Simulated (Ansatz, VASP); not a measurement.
## GaSb: VASP beside Ansatz

Contents of INCAR:

```
  PREC = Accurate
  ENCUT = 520
  EDIFF = 1E-7
  ISMEAR = 0
  SIGMA = 0.15
  LREAL = F
  LASPH = T
  NELM = 60
  ALGO = Normal
  ISIF = 2
  LWAVE = F
  LCHARG = T
  GGA = PE
  LELF = T
  LVHAR = T
  NBANDS = 16
```

The input KPOINTS:

```
regular mesh
0
Gamma
  14 14 14
```

POSCAR

```
GaSb
1.0
    0.0000000000      3.1069206285      3.1069206285
    3.1069206285      0.0000000000      3.1069206285
    3.1069206285      3.1069206285      0.0000000000
Ga Sb
1 1
Direct
    0.0000000000      0.0000000000      0.0000000000
    0.7500000000      0.7500000000      0.7500000000
```

Input for Ansatz:

```yaml
crystal:
  lattice:
    - [0.0, 3.1069206285, 3.1069206285]
    - [3.1069206285, 0.0, 3.1069206285]
    - [3.1069206285, 3.1069206285, 0.0]
  atoms:
    - { symbol: Ga, position: [0.0, 0.0, 0.0] }
    - { symbol: Sb, position: [0.75, 0.75, 0.75] }
basis:
  ecutwfc: 420
kpoints:
  mp_grid: { grid: [14, 14, 14] }
hamiltonian:
  xc: pbe
scf:
  occupations: { method: gaussian, width: 0.15 }
output:
  forces: true
  stress: true
  eigenvalues: true
```

Alike in both runs: task single point; functional PBE; k mesh 14 × 14 × 14; occupations gaussian, width 0.15 eV; no spin polarisation.

|  | VASP | Ansatz |
| --- | --- | --- |
| version | VASP 6.6.1 | Ansatz 0.2.0 |
| potentials or method | VASP PAW PBE potentials, release 64 (Ga_d, Sb) | scalar-relativistic, plane waves, PAW |
| plane-wave cutoff (eV) | 520 | 420 |
| valence electrons in the cell | 18 | 28 |

|  | VASP | Ansatz | Ansatz less VASP |
| --- | --- | --- | --- |
| gap on the k mesh at the Fermi level (eV) | none | none | - |
| pressure (GPa) | 0.1 | 0.0 | -0.07 |

A gap of «none» marks a metal or a gap that the smearing closes. With one functional, cell and mesh, what is left measures potentials, basis and numerics. The two sets of potentials don't hold the same shells in valence.

Caveats: this crystal is a semiconductor, whose small gap the functional closes, so the metal is an error of the method. Spin-orbit coupling is left out, which matters for the levels of Sb.
